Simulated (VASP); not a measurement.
# TiO2 (Rutile) (P4_2/mnm) in VASP: further runs

Aim: see how the results for TiO2 (Rutile) move with the level of theory and the settings. Levels: PBE-EpsX, LDA, r2SCAN. Tasks: band structure, phonons, dielectric tensor.

All numbers are computed with VASP 6.6.1; they aren't measurements. Logs are shortened: lines on timing, memory, paths and dates and some standing lists are left out, and cuts for length are marked.

**Measured values to compare with.**

“Shallow Valence Band of Rutile GeO2 and P-type Doping”, 2020, arxiv:2011.08928 quotes, for a bulk crystal of TiO2 at 1.6 K: band gap 3.03 eV (direct).

The results are compared with them further down.

### Step 1. The crystal as given

It takes space group P4_2/mnm (No. 136, tetragonal). The conventional cell has a = 4.593 Å, b = 4.593 Å, c = 2.942 Å, α = 90.00°, β = 90.00°, γ = 90.00°. Ti (site symmetry mmm) has 6 O at 1.94 to 1.98 Å as nearest neighbours. O (site symmetry m2m) has 3 Ti at 1.94 to 1.98 Å as nearest neighbours.

### Step 2. Band structure, PBE-EpsX

POSCAR reads:

```
TiO2                                    
1.0
    4.5927071365     -0.0000000000      0.0000000000
    0.0000000000      4.5927071365      0.0000000000
    0.0000000000      0.0000000000      2.9417409262
  Ti              O             
     2     4
Direct
     0.0000000000000000    1.0000000000000000    1.0000000000000000
     0.5000000000000000    0.5000000000000000    0.5000000000000000
     0.3043249358259531    0.3043249358259531    0.0000000000000000
     0.1956750641740469    0.8043249358259531    0.5000000000000000
     0.6956750641740469    0.6956750641740469    1.0000000000000000
     0.8043249358259531    0.1956750641740469    0.5000000000000000
```

INCAR.step1 reads:

```
PREC = Accurate ; ENCUT = 520
EDIFF = 1E-8 ; ISMEAR = 0
SIGMA = 0.03 ; LREAL = False
LASPH = True ; NELM = 80
ALGO = Normal ; ISIF = 2
LWAVE = False ; LCHARG = False
LMAXMIX = 4 ; KPAR = 4
GGA = PE ; LEPSILON = True
```

KPOINTS.step1 reads:

```
Automatic mesh
0
G
  6 6 10
  0 0 0
```

INCAR.step2 reads:

```
PREC = Accurate ; ENCUT = 520
EDIFF = 1E-5 ; ISMEAR = 0
SIGMA = 0.03 ; LREAL = False
LASPH = True ; NELM = 80
ALGO = Normal ; ISIF = 2
LWAVE = True ; LCHARG = False
LMAXMIX = 4 ; NBANDS = 33
KPAR = 4 ; GGA = PE
```

KPOINTS.step2 reads:

```
Automatic mesh
0
Gamma
  4 4 6
```

INCAR.step3 reads:

```
PREC = Accurate ; ENCUT = 520
EDIFF = 1E-6 ; ISMEAR = 0
SIGMA = 0.03 ; LREAL = False
LASPH = True ; NELM = 80
ALGO = Normal ; ISIF = 2
LWAVE = False ; LCHARG = False
LMAXMIX = 4 ; GGA = PE
LHFCALC = True ; AEXX = 0.1273
PRECFOCK = Fast ; HFRCUT = -1
NBANDS = 33 ; KPAR = 4
ISTART = 1
```

KPOINTS.step3 reads:

```
Automatic mesh
0
Gamma
  4 4 6
```

KPOINTS_OPT reads:

```
explicit points
6
Reciprocal
 0.0000000000  0.0000000000  0.0000000000 1
 0.5000000000  0.5000000000  0.5000000000 1
 0.5000000000  0.5000000000  0.0000000000 1
 0.0000000000  0.5000000000  0.5000000000 1
 0.0000000000  0.5000000000  0.0000000000 1
 0.0000000000  0.0000000000  0.5000000000 1
```

Potentials or basis: VASP PAW PBE potentials, release 64 (Ti_sv, O).

Launch:

```
cat potpaw_PBE.64/Ti_sv/POTCAR potpaw_PBE.64/O/POTCAR > POTCAR
cp INCAR.step1 INCAR
cp KPOINTS.step1 KPOINTS
mpirun -np 4 vasp_std > vasp.out
cp INCAR.step2 INCAR
cp KPOINTS.step2 KPOINTS
mpirun -np 4 vasp_std > vasp.out
cp INCAR.step3 INCAR
cp KPOINTS.step3 KPOINTS
mpirun -np 4 vasp_std > vasp.out
```

OUTCAR:

```text
PREC = Accurate
   ENCUT = 520
   EDIFF = 1E-6
   ISMEAR = 0
   LREAL = False
   LASPH = True
   NELM = 80
   ISIF = 2
   GGA = PE
   LHFCALC = True
   AEXX = 0.1273
   PRECFOCK = Fast
   ISTART = 1

 ion  position               nearest neighbor table
   1  0.000  0.000  0.000-   4 1.94   6 1.94   4 1.94   6 1.94   5 1.98   3 1.98
   2  0.500  0.500  0.500-   3 1.94   5 1.94   3 1.94   5 1.94   4 1.98   6 1.98
   3  0.304  0.304  0.000-   2 1.94   2 1.94   1 1.98
   4  0.196  0.804  0.500-   1 1.94   1 1.94   2 1.98
   5  0.696  0.696  0.000-   2 1.94   2 1.94   1 1.98
   6  0.804  0.196  0.500-   1 1.94   1 1.94   2 1.98

  LATTYP: Found a simple tetragonal cell.
 ALAT       =     4.5927071365
 C/A-ratio  =     0.6405243876

  Lattice vectors:

 A1 = (   4.5927071365,   0.0000000000,   0.0000000000)
 A2 = (   0.0000000000,   4.5927071365,   0.0000000000)
 A3 = (   0.0000000000,   0.0000000000,   2.9417409262)

Analysis of symmetry for initial positions (statically):
=====================================================================
 Subroutine PRICEL returns:
 Original cell was already a primitive cell.

 Routine SETGRP: Setting up the symmetry group for a
 simple tetragonal supercell.

 Subroutine GETGRP returns: Found 16 space group operations
 (whereof  8 operations were pure point group operations)
 out of a pool of 16 trial point group operations.

The static configuration has the point symmetry D_2h.
 The point group associated with its full space group is D_4h.

Analysis of symmetry for dynamics (positions and initial velocities):
=====================================================================
 Subroutine PRICEL returns:
 Original cell was already a primitive cell.

 Routine SETGRP: Setting up the symmetry group for a
 simple tetragonal supercell.

 Subroutine GETGRP returns: Found 16 space group operations
 (whereof  8 operations were pure point group operations)
 out of a pool of 16 trial point group operations.

The dynamic configuration has the point symmetry D_2h.
 The point group associated with its full space group is D_4h.

 Subroutine INISYM returns: Found 16 space group operations
 (whereof  8 operations are pure point group operations),
 and found     1 'primitive' translations

----------------------------------------------------------------------------------------

                                     Primitive cell

  volume of cell :      62.0500

  direct lattice vectors                    reciprocal lattice vectors
     4.592707136  0.000000000  0.000000000     0.217736505  0.000000000  0.000000000
     0.000000000  4.592707136  0.000000000     0.000000000  0.217736505  0.000000000
     0.000000000  0.000000000  2.941740926     0.000000000  0.000000000  0.339934761

  length of vectors
     4.592707136  4.592707136  2.941740926     0.217736505  0.217736505  0.339934761

  position of ions in fractional coordinates (direct lattice)
     0.000000000  0.000000000  0.000000000
     0.500000000  0.500000000  0.500000000
     0.304324936  0.304324936  0.000000000
     0.195675064  0.804324936  0.500000000
     0.695675064  0.695675064  0.000000000
     0.804324936  0.195675064  0.500000000

  ion indices of the primitive-cell ions
   primitive index   ion index
                 1           1
                 2           2
                 3           3
                 4           4
                 5           5
                 6           6

----------------------------------------------------------------------------------------

 KPOINTS: Automatic mesh

Automatic generation of k-mesh.
 Grid dimensions read from file:
 generate k-points for:    4    4    6

 Generating k-lattice:

  Cartesian coordinates                     Fractional coordinates (reciprocal lattice)
     0.054434126  0.000000000  0.000000000     0.250000000  0.000000000  0.000000000
     0.000000000  0.054434126  0.000000000     0.000000000  0.250000000  0.000000000
     0.000000000  0.000000000  0.056655794     0.000000000  0.000000000  0.166666667

  Length of vectors
     0.054434126  0.054434126  0.056655794

  Shift w.r.t. Gamma in fractional coordinates (k-lattice)
     0.000000000  0.000000000  0.000000000

 Subroutine IBZKPT returns following result:
 ===========================================

 Found     24 irreducible k-points:

 Following reciprocal coordinates:
            Coordinates               Weight
  0.000000  0.000000  0.000000      1.000000
  0.250000  0.000000  0.000000      4.000000
  0.500000  0.000000  0.000000      2.000000
  0.250000  0.250000  0.000000      4.000000
  0.500000  0.250000  0.000000      4.000000
  0.500000  0.500000  0.000000      1.000000
[... 16 lines left out ...]
  0.500000  0.250000  0.500000      4.000000
  0.500000  0.500000  0.500000      1.000000
   k-points           NKPTS =     24   k-points in BZ     NKDIM =     96   number of bands    NBANDS=     33
   number of dos      NEDOS =    301   number of ions     NIONS =      6
   total plane-waves  NPLWV =  31104
   dimension x,y,z NGX =    36 NGY =   36 NGZ =   24
   dimension x,y,z NGXF=    72 NGYF=   72 NGZF=   48
   ions per type =               2   4
   NGX,Y,Z   is equivalent  to a cutoff of  13.03, 13.03, 13.56 a.u.
   NGXF,Y,Z  is equivalent  to a cutoff of  26.06, 26.06, 27.13 a.u.
 SYSTEM =  unknown system
   PREC   = accura    normal or accurate (medium, high low for compatibility)
   ISTART =      1    job   : 0-new  1-cont  2-samecut
   ICHARG =      0    charge: 1-file 2-atom 10-const
   ISPIN  =      1    spin polarized calculation?
   LNONCOLLINEAR =      F non collinear calculations
   LSORBIT =      F    spin-orbit coupling
   LASPH  =      T    aspherical Exc in radial PAW
   ENCUT  =  520.0 eV  38.22 Ry    6.18 a.u.   8.54  8.54  5.47*2*pi/ulx,y,z
   NELM   =     80;   NELMIN=  2; NELMDL=  0     # of ELM steps
   EDIFF  = 0.1E-05   stopping-criterion for ELM
   LREAL  =      F    real-space projection
   EDIFFG = 0.1E-04   stopping-criterion for IOM
   NSW    =      0    number of steps for IOM
   IBRION =     -1    ionic relax: 0-MD 1-quasi-New 2-CG
   NFREE  =      0    steps in history (QN), initial steepest desc. (CG)
   ISIF   =      2    stress and relaxation
   ISYM   =      3    0-nonsym 1-usesym 2-fastsym
   POTIM  = 0.5000    time-step for ionic-motion
   TEBEG  =    0.0;   TEEND  =   0.0 temperature during run
   PSTRESS=    0.0 pullay stress
   NELECT =      48.0000    total number of electrons
   NUPDOWN=      -1.0000    fix difference up-down
   EMIN   =  10.00;   EMAX   =-10.00  energy-range for DOS
   EFERMI =   0.00;   METHOD = LEGACY
   ISMEAR =     0;   SIGMA  =   0.03  broadening in eV -4-tet -1-fermi 0-gaus
   EFERMI_NEDOS =   21; number of points for ismear=-14 and -15
   IALGO  =     38    algorithm
   IMIX   =      1    mixing-type and parameters
     AMIX     =   0.40;   BMIX     =  1.00
     AMIX_MAG =   1.60;   BMIX_MAG =  1.00
  volume/ion in A,a.u.               =      10.34        69.79
  Fermi-wavevector in a.u.,A,eV,Ry     =   1.502823  2.839924 30.728459  2.258478
  Thomas-Fermi vector in A             =   2.614014
   LORBIT       =      0    0 simple, 1 ext, 2 COOP (PROOUT), +10 PAW based schemes
   GGA     = PE    functional components
   LHFCALC =     T    Hartree Fock is set to
   PRECFOCK=fast      Normal, Fast or Accurate (Low or Medium for compatibility)
   ENCUT4O =  -1.0   cutoff for four orbital integrals eV
   NKREDX  =     1    reduce k-point grid by
   NKREDY  =     1    reduce k-point grid by
   NKREDZ  =     1    reduce k-point grid by
   AEXX    =    0.1273 exact exchange contribution
   HFSCREEN=    0.0000 screening length (either q_TF or 0.3 A-1)
   HFSCREENC=   0.0000 screening length for correlation (either q_TF or 0.3 A-1)
   ENCUTFOCK=  -1.0 apply spherical cutoff to Coloumb kernel
   IVDW    =     0    specifies the selected vdW correction
   LEPSILON=     F    determine dielectric tensor
   LRPA    =     F    only Hartree local field effects (RPA)
 non-spin polarized calculation
 Gauss-broadening in eV      SIGMA  =   0.03
  energy-cutoff  :      520.00
  volume of cell :       62.05
 maximum number of plane-waves:      1696
 NGX is ok and might be reduce to    36
  NGX = 20; NGY = 20; NGZ = 12

 number of electron      48.0000019 magnetization

 Free energy of the ion-electron system (eV)
  ---------------------------------------------------
  ext. energy  EPLUGINS =         0.00000000
  ---------------------------------------------------
  free energy    TOTEN  =       -62.12719882 eV

  energy without entropy =      -62.12719882  energy(sigma->0) =      -62.12719882

 E-fermi :   4.4914     XC(G=0): -10.2027

 val. band max:        4.2349322802   @ k =   0.0000   0.0000   0.0000
 cond. band min:       7.2138320982   @ k =   0.0000   0.0000   0.0000
 fundamental gap:      2.9788998181
 Fermi energy:         4.4913586761

 k-point     1 :       0.0000    0.0000    0.0000
  band No.  band energies     occupation
      1     -54.9342      2.00000
      2     -54.9161      2.00000
      3     -30.4007      2.00000
      4     -30.4007      2.00000
      5     -30.2257      2.00000
      6     -30.2257      2.00000
[... 25 lines left out ...]
     32      12.1288      0.00000
     33      12.1288      0.00000

 k-point     2 :       0.2500    0.0000    0.0000
  band No.  band energies     occupation
      1     -54.9316      2.00000
      2     -54.9188      2.00000
      3     -30.3800      2.00000
      4     -30.3783      2.00000
      5     -30.2501      2.00000
      6     -30.2485      2.00000
[... 25 lines left out ...]
     32      11.9138      0.00000
     33      11.9533      0.00000
[... 754 lines left out ...]
     32      10.6619      0.00000
     33      12.3225      0.00000

 k-point    24 :       0.5000    0.5000    0.5000
  band No.  band energies     occupation
      1     -54.8815      2.00000
      2     -54.8815      2.00000
      3     -30.6409      2.00000
      4     -30.6409      2.00000
      5     -30.2500      2.00000
      6     -30.2500      2.00000
[... 25 lines left out ...]
     32      11.3926      0.00000
     33      11.5075      0.00000

------------------------ aborting loop because EDIFF is reached ----------------------------------------

  FORCE on cell =-STRESS in cart. coord.  units (eV):
  Direction    XX          YY          ZZ          XY          YZ          ZX
  --------------------------------------------------------------------------------------
  -------------------------------------------------------------------------------------
  Total        1.0698800      1.0698800      1.4789237      0.0000000      0.0000000      0.0000000
  in kB       27.6250902     27.6250902     38.1869017      0.0000000      0.0000000      0.0000000
  external PRESSURE =      31.1456940 kB  Pullay stress =       0.0000000 kB

 VOLUME and BASIS-vectors are now :
 -----------------------------------------------------------------------------
  energy-cutoff  :      520.00
  volume of cell :       62.05
      direct lattice vectors                 reciprocal lattice vectors
     4.592707136  0.000000000  0.000000000     0.217736505  0.000000000  0.000000000
     0.000000000  4.592707136  0.000000000     0.000000000  0.217736505  0.000000000
     0.000000000  0.000000000  2.941740926     0.000000000  0.000000000  0.339934761

 POSITION                                       TOTAL-FORCE (eV/Angst)
 -----------------------------------------------------------------------------------
      0.00000      0.00000      0.00000         0.000000      0.000000     -0.000000
      2.29635      2.29635      1.47087         0.000000      0.000000     -0.000000
      1.39768      1.39768      0.00000         0.025335      0.025335      0.000000
      0.89868      3.69403      1.47087        -0.025335      0.025335     -0.000000
      3.19503      3.19503      0.00000        -0.025335     -0.025335     -0.000000
      3.69403      0.89868      1.47087         0.025335     -0.025335     -0.000000
 -----------------------------------------------------------------------------------
    total drift:                               -0.000003     -0.000002      0.000000

  FREE ENERGIE OF THE ION-ELECTRON SYSTEM (eV)
  ---------------------------------------------------
  free  energy   TOTEN  =       -62.1271988195 eV

  energy  without entropy=      -62.1271988195  energy(sigma->0) =      -62.12719882
```

It took 45 min on 4 MPI ranks of Intel Xeon Platinum 8488C (Sapphire Rapids), shared host; peak memory 0.5 GiB.

What came out:

- Free energy: -62.1272 eV
- Pressure: 3.1 GPa
- Largest force: 0.036 eV/Å
- Band gap on the k mesh: 2.98 eV, direct
- Band gap along the path: 2.98 eV, direct

Forces in eV/Å, atoms in the order of the input:
```
Ti   0.000  0.000  0.000
Ti   0.000  0.000  0.000
O    0.025  0.025  0.000
O   -0.025  0.025  0.000
O   -0.025 -0.025  0.000
O    0.025 -0.025  0.000
```

Caveat: the PAW data sets were made with another functional, which shifts forces and pressure a little.

[end of part 1 of 3]
